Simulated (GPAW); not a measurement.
# NiO (Fm-3m) in GPAW: settings compared, part 3 of 3

GPAW 26.7.0. The steps go on from the part before.

## (4) Equation of state, BLYP+D4, collinear spin, ferromagnetic start

File run.py:

```python
from ase import Atoms
from ase.calculators.mixing import SumCalculator
from ase.eos import EquationOfState
from ase.io import Trajectory
from ase.units import GPa
from dftd4.ase import DFTD4
from gpaw import GPAW, PW, setup_paths

setup_paths.insert(0, '.')

atoms = Atoms(['Ni', 'O'],
              cell=[[0.0, 2.0859016414, 2.0859016414],
                    [2.0859016414, 0.0, 2.0859016414],
                    [2.0859016414, 2.0859016414, 0.0]],
              scaled_positions=[[0.0, 0.0, 0.0],
                                [0.5, 0.5, 0.5]],
              pbc=True)
atoms.set_initial_magnetic_moments([1.0, 0.0])

traj = Trajectory('eos.traj', 'w')
volumes, energies = [], []
for x in [0.94, 0.96, 0.98, 1.0, 1.02, 1.04, 1.06]:
    a = atoms.copy()
    a.set_cell(atoms.cell * x**(1 / 3), scale_atoms=True)
    calc = GPAW(mode=PW(800),
                xc='BLYP',
                kpts={'size': (8, 8, 8), 'gamma': True},
                occupations={'name': 'fermi-dirac', 'width': 0.05},
                nbands=22,
                convergence={'density': 1e-05, 'energy': 1e-05},
                eigensolver='davidson',
                maxiter=150,
                txt=f'eos-{x:.2f}.txt')
    a.calc = SumCalculator([calc, DFTD4(method='blyp')])
    energies.append(a.get_potential_energy())
    volumes.append(a.get_volume())
    p = -a.get_stress()[:3].mean() / GPa
    calc.write(f'eos-{x:.2f}.gpw')
    traj.write(a)
    print(f'{x:.2f} {volumes[-1]:10.4f} A^3 {energies[-1]:14.6f} eV {p:9.3f} GPa', flush=True)

v0, e0, B = EquationOfState(volumes, energies, eos='birchmurnaghan').fit()
print(f'V0 = {v0:.4f} A^3, E0 = {e0:.6f} eV, B0 = {B / GPa:.2f} GPa')
```

Potentials or basis: PAW data sets generated in the run's folder for this functional, pw.

On the command line:

```console
$ gpaw-setup -f BLYP Ni O
$ OMP_NUM_THREADS=1 python run.py
```

The program printed:

```text
__  _  _
 | _ |_)|_||  |
 |__||  | ||/\| - 26.7.0

Input parameters:
  mode=PW(ecut=800.0),
  convergence={'density': 1e-05, 'energy': 1e-05},
  eigensolver=Davidson(niter=2),
  kpts=MonkhorstPack(size=(8, 8, 8), gamma=True),
  maxiter=150,
  nbands=22,
  occupations=Occupations(name='fermi-dirac', width=0.05),
  xc=XC(name='BLYP')

Diagonalizing LCAO Hamiltonian
Converting LCAO to pw mode

              O

       Ni

Atoms  # Å, Bohr magnetons
|   | symbol |        x |        y |        z |    initial magnetic moments |
|---|--------|----------|----------|----------|-----------------------------|
| 0 |     Ni | 0.000000 | 0.000000 | 0.000000 | ( 0.0000,  0.0000,  1.0000) |
| 1 |      O | 2.043320 | 2.043320 | 2.043320 | ( 0.0000,  0.0000,  0.0000) |

Unit cell  # Å
| periodic |        x |        y |        z |  lengths |    angles |
|----------|----------|----------|----------|----------|-----------|
|      yes | 0.000000 | 2.043320 | 2.043320 | 2.889691 | 60.000000 |
|      yes | 2.043320 | 0.000000 | 2.043320 | 2.889691 | 60.000000 |
|      yes | 2.043320 | 2.043320 | 0.000000 | 2.889691 | 60.000000 |

Number of symmetries: 48
Symmetry operations  # r_c * U_cc + t_c -> r_c
|    | kind |            matrix            |
|----|------|------------------------------|
|  0 |  σ   |  1, 0, 0,  1, 0,-1,  1,-1, 0 |
|  1 |  C2  |  1, 0, 0,  1,-1, 0,  1, 0,-1 |
|  2 |  E   |  1, 0, 0,  0, 1, 0,  0, 0, 1 |
|  3 |  σ   |  1, 0, 0,  0, 0, 1,  0, 1, 0 |
|  4 |  C4  |  1, 0,-1,  1, 0, 0,  1,-1, 0 |
|  5 |  S6  |  1, 0,-1,  1,-1, 0,  1, 0, 0 |
|  6 |  σ   |  1, 0,-1,  0, 1,-1,  0, 0,-1 |
|  7 |  C3  |  1, 0,-1,  0, 0,-1,  0, 1,-1 |
|  8 |  S6  |  1,-1, 0,  1, 0, 0,  1, 0,-1 |
|  9 |  C4  |  1,-1, 0,  1, 0,-1,  1, 0, 0 |
| 10 |  C3  |  1,-1, 0,  0,-1, 1,  0,-1, 0 |
| 11 |  σ   |  1,-1, 0,  0,-1, 0,  0,-1, 1 |
| 12 |  σ   |  0, 1, 0,  1, 0, 0,  0, 0, 1 |
| 13 |  C4  |  0, 1, 0,  0, 1,-1, -1, 1, 0 |
| 14 |  C3  |  0, 1, 0,  0, 0, 1,  1, 0, 0 |
| 15 |  S6  |  0, 1, 0, -1, 1, 0,  0, 1,-1 |
| 16 |  C2  |  0, 1,-1,  1, 0,-1,  0, 0,-1 |
| 17 |  σ   |  0, 1,-1,  0, 1, 0, -1, 1, 0 |
| 18 |  S4  |  0, 1,-1,  0, 0,-1,  1, 0,-1 |
| 19 |  C4  |  0, 1,-1, -1, 1, 0,  0, 1, 0 |
| 20 |  C3  |  0, 0, 1,  1, 0, 0,  0, 1, 0 |
[... 136 lines left out ...]
  SVD Regularization: 0.005
  Good broyden scale: 1.0
  Trust region scale: 1.0
  Backstep threshold: 4.0
  History deletion threshold: 6.0
  Fourier metric: weight=20.0, sigma=0.015

occupation numbers:
  Fermi-Dirac:
    width: 0.0500  # eV

poisson solver:
  ecut: 6400.0  # eV

xc functional:
  name: BLYP with 2 nearest neighbor stencil

convergence criteria:
- Maximum integral of absolute [dens]ity change: 1e-05 electrons / valence electron
- Maximum [total energy] change in last 3 cyles: 1e-05 eV / valence electron
- Maximum integral of absolute [eigenst]ate change: 4e-08 eV^2 / valence electron
maximum number of iterations: 150

SCF iterations
|iter     | |      energy | eigst |  dens |  magmom |
|---------|-|-------------|-------|-------|---------|
|iter:   1| |  -12.613720 | +0.18 |       |  +1.0004|
|iter:   2| |  -12.481025 | -1.07 | -1.08 |  +0.9907|
|iter:   3| |  -12.124784 | -1.95 | -1.12 |  +0.8531|
|iter:   4| |  -12.166365 | -2.78 | -1.69 |  +0.8228|
|iter:   5| |  -12.125505 | -3.61 | -1.73 |  +0.8119|
|iter:   6| |  -12.132516 | -4.08 | -2.15 |  +0.8016|
|iter:   7| |  -12.133338 | -5.36 | -2.60 |  +0.8244|
|iter:   8| |  -12.075179 | -2.34 | -2.58 |  +2.1702|
|iter:   9| |  -12.139001 | -2.55 | -1.73 |  +0.9506|
|iter:  10| |  -12.137740 | -3.62 | -2.63 |  +1.3629|
|iter:  11| |  -12.142500 | -4.04 | -2.53 |  +1.1330|
|iter:  12| |  -12.142521 | -5.44 | -3.14 |  +1.1326|
|iter:  13| |  -12.142732 | -5.48 | -3.44 |  +1.1724|
|iter:  14| |  -12.142714c| -7.07 | -3.93 |  +1.1630|
|iter:  15| |  -12.142723c| -7.68c| -4.32 |  +1.1665|
|iter:  16| |  -12.142721c| -9.07c| -4.90 |  +1.1658|
|iter:  17| |  -12.142722c| -9.61c| -5.48c|  +1.1661|

Converged in 17 steps
Energy contributions relative to reference atoms: (reference = -43420.516240)

Energy contributions:
  Kinetic:          35.244761
  Coulomb:         -29.486448
  Zero:              0.158006
  External:          0.000000
  Xc:              -18.053183
  Entropy:          -0.011715
  Spinorbit:         0.000000
  ----------------------------
  Free energy:     -12.148579
  Extrapolated:    -12.142722

dipole moment: (-8.198476, -8.198476, -8.198476)  # |e|*Ang

Total magnetic moment: (0.000000, 0.000000, 1.166074)

Local magnetic moments
|        x |        y |        z |
|----------|----------|----------|
| 0.000000 | 0.000000 | 0.996657 |  # Ni   0
| 0.000000 | 0.000000 | 0.125240 |  # O    1

Fermi level: 9.602
Eigenvalues  # (at kpt = [0.000, 0.000, 0.000])
| band index |      eig [eV] | occ [0-1] |      eig [eV] | occ [0-1] |
|------------|---------------|-----------|---------------|-----------|
|          0 |       -54.846 |     1.000 |       -53.640 |     1.000 |
|        ... |               |           |               |           |
|          4 |         5.932 |     1.000 |         6.225 |     1.000 |
|          5 |         5.932 |     1.000 |         6.225 |     1.000 |
|          6 |         5.932 |     1.000 |         6.225 |     1.000 |
|          7 |         6.781 |     1.000 |         7.414 |     1.000 |
|          8 |         6.781 |     1.000 |         7.414 |     1.000 |
|          9 |         6.875 |     1.000 |         7.414 |     1.000 |
[... 8 lines left out ...]
|         18 |        32.501 |     0.000 |        32.795 |     0.000 |
|         19 |        32.501 |     0.000 |        32.795 |     0.000 |
|        ... |               |           |               |           |
|         21 |        36.146 |     0.000 |        36.614 |     0.000 |

No gap
No difference between direct/indirect transitions

Stress tensor  # eV/Ang^3
|         x |         y |         z |
|-----------|-----------|-----------|
| -0.179040 |  0.000000 | -0.000000 |
|  0.000000 | -0.179040 |  0.000000 |
| -0.000000 |  0.000000 | -0.179040 |

# Writing to eos-0.94.gpw (mode='')
```

eos-0.96.txt:

```text
SCF iterations
|iter     | |      energy | eigst |  dens |  magmom |
|---------|-|-------------|-------|-------|---------|
|iter:   1| |  -12.665338 | +0.17 |       |  +1.0004|
|iter:   2| |  -12.531536 | -1.11 | -1.08 |  +0.9913|
|iter:   3| |  -12.181863 | -1.96 | -1.12 |  +0.8578|
[... 66 lines left out ...]
|        ... |               |           |               |           |
|         21 |        35.538 |     0.000 |        36.026 |     0.000 |

No gap
No difference between direct/indirect transitions

Stress tensor  # eV/Ang^3
|         x |         y |         z |
|-----------|-----------|-----------|
| -0.143810 |  0.000000 | -0.000000 |
|  0.000000 | -0.143810 | -0.000000 |
| -0.000000 | -0.000000 | -0.143810 |

# Writing to eos-0.96.gpw (mode='')
```

It took 3.6 min on 1 thread of AMD EPYC 7B13 (Zen 3), shared host; peak memory 0.27 GiB.

Energy against volume, from the lowest point:
| volume (Å³/atom) | energy (meV/atom) |
| --- | --- |
| 8.531 | 129.79 |
| 8.713 | 110.06 |
| 8.894 | 93.24 |
| 9.076 | 80.95 |
| 9.257 | 73.51 |
| 9.439 | 0.00 |
| 9.620 | 2.06 |

## (5) Equation of state, PBE, collinear spin, ferromagnetic start

File run.py:

```python
import spglib
from ase import Atoms
from ase.eos import EquationOfState
from ase.io import Trajectory, read
from ase.units import GPa
from gpaw import GPAW, PW, setup_paths

setup_paths.insert(0, '.')

atoms = read('NiO.cif')
cell, positions, numbers = spglib.find_primitive(
    (atoms.cell[:], atoms.get_scaled_positions(), atoms.numbers), symprec=1e-4)
atoms = Atoms(numbers, cell=cell, scaled_positions=positions, pbc=True)
atoms.set_initial_magnetic_moments([1.0, 0.0])

traj = Trajectory('eos.traj', 'w')
volumes, energies = [], []
for x in [0.94, 0.96, 0.98, 1.0, 1.02, 1.04, 1.06]:
    a = atoms.copy()
    a.set_cell(atoms.cell * x**(1 / 3), scale_atoms=True)
    calc = GPAW(mode=PW(1100),
                xc='PBE',
                kpts={'size': (8, 8, 8), 'gamma': True},
                occupations={'name': 'fermi-dirac', 'width': 0.05},
                setups='sg15',
                nbands=-11,
                convergence={'density': 1e-05, 'energy': 1e-05},
                maxiter=150,
                txt=f'eos-{x:.2f}.txt')
    a.calc = calc
    energies.append(a.get_potential_energy(force_consistent=True))
    volumes.append(a.get_volume())
    p = -a.get_stress()[:3].mean() / GPa
    calc.write(f'eos-{x:.2f}.gpw')
    traj.write(a)
    print(f'{x:.2f} {volumes[-1]:10.4f} A^3 {energies[-1]:14.6f} eV {p:9.3f} GPa', flush=True)

v0, e0, B = EquationOfState(volumes, energies, eos='birchmurnaghan').fit()
print(f'V0 = {v0:.4f} A^3, E0 = {e0:.6f} eV, B0 = {B / GPa:.2f} GPa')
```

NiO.cif is that of step 3.

Potentials or basis: SG15 ONCV 1.2, pw.

On the command line:

```console
$ OMP_NUM_THREADS=1 python run.py
```

Wall time 10 min (1 thread of AMD EPYC 7B13 (Zen 3), shared host); peak memory 0.34 GiB.

It converged, with:

| Quantity | Value |
| --- | --- |
| Equilibrium volume | 9.21 Å³/atom (rough: see the caveat) |
| Bulk modulus | 987 GPa (rough) |

Energy against volume, from the lowest point:
```csv
volume (Å³/atom),energy (meV/atom)
8.531,44.94
8.713,30.05
8.894,15.94
9.076,6.07
9.257,0.75
9.439,0.00
9.620,73.49
```

Caveat: the energies scatter about the fit; the fit is doubtful: noisy points or a state that changes with volume.

## (6) Summary

| task | level | potentials or basis | cutoff (eV) | band path | band points | eigensolver | pressure (GPa) | moment (μB) |
| --- | --- | --- | --- | --- | --- | --- | --- | --- |
| band structure | M06-L | GPAW PAW data sets (gpaw-data 1.2.1), pw | 800 | GXWKGLUWLK,UX | 60 | - | 7.9 | 2.00 |
| band structure | LDA | PAW data sets generated in the run's folder for this functional, pw | 800 | GXWKGLUWLK,UX | 60 | - | -15.6 | 0.71 |
| equation of state | BLYP+D4 | PAW data sets generated in the run's folder for this functional, pw | 800 | - | - | davidson | - | - |
| equation of state | PBE | SG15 ONCV 1.2, pw | 1100 | - | - | - | - | - |

Alike in all rows: spin collinear, ferromagnetic start; cell as given; k mesh 8 × 8 × 8; smearing fermi-dirac 0.05 eV.

Caveats: the stock nickel data set gives pressures a few GPa off other programs (some runs); a cell with one magnetic atom can't hold antiferromagnetic order, which such compounds often take (some runs); the PAW data sets were made with another functional, which shifts forces and pressure a little (some runs); so large a pressure means that the cell lies far from this level's equilibrium, or that cutoff or potentials fall short (some runs); semilocal functionals often make such compounds metallic where correlation or magnetic order opens a gap, which also shifts bond lengths (some runs); the energies scatter about the fit (some runs); the fit is doubtful: noisy points or a state that changes with volume (some runs).

Total energies depend on the potentials used, so only differences within one code and one set of settings carry meaning.

## (7) Comparison with measurements

Step 3. Measured gap of NiO: 4.3 eV (quoted in “Local correlations, non-local screening, multiplets, and band formation in NiO”, 2012, arxiv:1210.6675). This calculation gives 0.00 eV (-4.30 eV). So large a miss can be the level of theory's own, or it may mean another phase, state or a wrong row. The value is that of LDA, without temperature or zero-point motion. Semilocal functionals fall short of measured gaps as a rule. The run's magnetic order (collinear spin, ferromagnetic start) needn't be the measured crystal's.
